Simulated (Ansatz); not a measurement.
Space group P4_2/mnm (No. 136). a = 4.800 Å, b = 4.800 Å, c = 3.175 Å, α = 90.00°, β = 90.00°, γ = 90.00°
```csv
atom,site,symmetry,x,y,z
Zn,2a,m.mm,0.0000,0.0000,0.0000
F,4f,m.2m,0.3044,0.3044,0.0000
```

Equation of state of this ZnF$_{2}$ structure (not necessarily the ground state), with shape and atoms relaxed at each volume where symmetry leaves them free. All numbers below come from DFT PBE, scalar-relativistic, plane waves, PAW in Ansatz 0.2.0.

Cutoff 420 eV; k points 6×6×8 on the computed 6-atom cell (Γ-centred); Gaussian smearing, width 0.02 eV; no spin polarisation.

```tsv
V (Å³/atom)	E − E(largest V) (meV/atom)	P (GPa)	gap on mesh (eV)
10.731	41.29	16.86	3.64
11.097	9.14	11.46	3.59
11.462	-11.63	6.93	3.56
11.828	-23.08	3.16	3.54
12.194	-26.55	0.02	3.52
12.560	-23.63	-2.50	3.48
12.926	-15.77	-4.39	3.46
13.413	0.00	-5.82	3.47
```

Task: Fit a third-order Birch–Murnaghan equation to E(V).

Result: V0 = 12.20 Å³/atom, B0 = 89 GPa, B0' = 6.3.